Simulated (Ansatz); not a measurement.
The system is BaTiO3.

```
Ba Ti O
1.0
     3.99980    0.00000    0.00000
     0.00000    3.99980    0.00000
     0.00000    0.00000    8.03600
Ba Ti O
2 2 6
Cartesian
  3.9971 0.0060 0.0165
  0.0027 3.9938 4.0015
  1.9573 1.9913 1.9280
  2.0425 2.0085 5.9633
  2.0111 2.0083 0.0866
  1.9887 1.9915 4.0600
  2.0226 0.0067 2.0741
  1.9772 3.9931 6.0825
  0.0311 1.9987 2.1106
  3.9687 2.0011 6.0460
```

| Property | Result |
| --- | --- |
| Program | Ansatz 0.2.0 |
| Task | relaxation of cell and atoms |
| Functional | RPBE |
| Dispersion | D3(BJ) |
| Potentials or basis | Ansatz PAW |
| Cutoff | 420 eV (not typed: the program's choice for these potentials) |
| k mesh | 7 × 7 × 4 |
| Occupations | fermi-dirac, width 0.05 eV |
| Spin | no spin polarisation |

At the start: volume 12.86 Å³/atom.

Task: How do energy, volume and symmetry change on relaxing?

Result: It ends after 8 steps and the volume is 11.50 Å³/atom (-10.5 %); space group Pm-3m (No. 221, to 0.05 Å).

The path:
| step | energy change (eV) | largest force (eV/Å) | volume (Å³) |
| --- | --- | --- | --- |
| 1 | 0.0000 | 1.0142 | 128.56 |
| 2 | -0.8047 | 1.1691 | 113.25 |
| 3 | -0.8126 | 1.3930 | 115.26 |
| 4 | -0.9759 | 0.1954 | 115.14 |
| 5 | -0.9770 | 0.0018 | 115.21 |
| 6 | -0.9540 | 0.0018 | 115.21 |
| 7 | -0.9549 | 0.0012 | 115.00 |
| 8 | -0.9544 | 0.0012 | 115.00 |

Final structure:
```
Ba Ti O
1.0
     3.85976    0.00000    0.00000
     0.00000    3.85976    0.00000
     0.00000    0.00000    7.71952
Ba Ti O
2 2 6
Direct
  0.00002 0.00000 0.00281
  0.00003 0.00001 0.50280
  0.50008 0.50001 0.25281
  0.50006 0.50000 0.75282
  0.49996 0.50000 0.00279
  0.49996 0.49999 0.50279
  0.49996 0.00000 0.25280
  0.49997 0.00000 0.75279
  0.99997 0.49999 0.25279
  0.99997 0.50000 0.75279
```

Caveat: the plane-wave basis is chosen anew once the cell has moved, so the energies of steps on either side of that aren't comparable; the pressure holds a Pulay correction of +0.5 GPa for the finite cutoff; the volume moved by -11 % from the deposited cell, more than functionals usually miss; the PAW data sets come from PBE, with cores solved anew for the run's functional, which leaves a small shift of forces and pressure.
